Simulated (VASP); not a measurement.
Input:

```yaml
crystal:
  lattice:
    - [0.00000, 2.49476, 2.49476]
    - [2.49476, 0.00000, 2.49476]
    - [2.49476, 2.49476, 0.00000]
  atoms:
    - { symbol: In, position: [0.00000, 0.00000, 0.00000] }
    - { symbol: N, position: [0.25000, 0.25000, 0.25000] }
```

Level of theory: PBEsol GGA, VASP's PBE PAW potentials (set 64) (plane waves; VASP). Run with 520 eV cut-off, 11×11×11 Γ-centred mesh, first-order Methfessel-Paxton smearing of 0.10 eV, potentials In_d N.

Unless said otherwise, spin-orbit coupling is left out, though it shifts the bands of the heavy elements here.

Problem. Predict the energy per atom (σ→0), band gap (on the k-mesh) with the smallest direct gap where there is one.

Solution. 
- band gap (on the k-mesh) = none (metal, semimetal or under 0.01 eV)
- energy per atom (σ→0) = -5779 meV/atom

Total energies compare only between runs with the same potentials, cut-off and functional.

The structure was generated: InN was put into the zinc blende type (F-43m), which need not be its known phase. It was relaxed first. The start is the result of an earlier pass.
